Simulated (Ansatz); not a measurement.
Relaxing an invented Ge structure

Computed with Ansatz, DFT PBE, scalar-relativistic, plane waves, PAW. Cutoff 420 eV, Gaussian smearing, Γ-centred meshes. Cell and atoms relax first on a coarse mesh and then on a finer one. In between, the cell is made exact in the group found at 0.06 Å. In metals the finer mesh still leaves noise of several meV/atom or more. The steps can't lower the symmetry of their start. No spin polarisation.

A trial structure of Ge was built thus: 4-connected net of one element (Ccce, No. 68). Lengths were set from tabulated atomic sizes, so they are only a guess.

```cif
data_structure
_symmetry_space_group_name_H-M 'Ccce:1'
_symmetry_Int_Tables_number 68
_cell_length_a 6.0468
_cell_length_b 6.1175
_cell_length_c 8.7743
_cell_angle_alpha 90.000
_cell_angle_beta 90.000
_cell_angle_gamma 90.000
_cell_volume 324.57
loop_
_atom_site_label
_atom_site_type_symbol
_atom_site_symmetry_multiplicity
_atom_site_Wyckoff_symbol
_atom_site_fract_x
_atom_site_fract_y
_atom_site_fract_z
_atom_site_occupancy
Ge1 Ge 16 i 0.69258 0.93787 0.86977 1
```

Energies count from the standard state of Ge at the same level.

Task: What does it relax into?

Result: The symmetry goes from Ccce (No. 68) to Fmmm (No. 69), and the primitive cell from 8 to 2 atoms. The volume per atom grows by 5.3 %, from 20.3 to 21.4 Å³. The shortest distance goes from 2.34 Å (Ge–Ge) to 2.52 Å (Ge–Ge). The energy falls by about 0.21 eV/atom (the start's value is from the coarse mesh). The end is written in a standard setting, so origin, axes and order of atoms can differ from the start's. Conventional cell: a = 5.068 Å, b = 5.118 Å, c = 6.591 Å. Ge has 5 Ge at 2.52–2.67 Å.

```
CELL_PARAMETERS angstrom
0.00000 2.55924 3.29525
2.53396 0.00000 3.29525
2.53396 2.55924 0.00000
ATOMIC_POSITIONS crystal
Ge 0.30855 0.30855 0.69145
Ge 0.69145 0.69145 0.30855
```

Task: How does it come out in energy, and is it a metal?

Result: The energy over the standard state is +0.22 eV/atom and the gap on the 10×10×4 mesh of the 8-atom cell is 0 eV (a metal).

It lies above the standard state, so it could only be metastable.

The last run used Gaussian smearing of 0.10 eV. A structure relaxed within its symmetry needn't be a true minimum. Another cell of Ge relaxed alike, in P6_3/mmc, lies 216 meV/atom lower, so this cell isn't the stable form at this level.
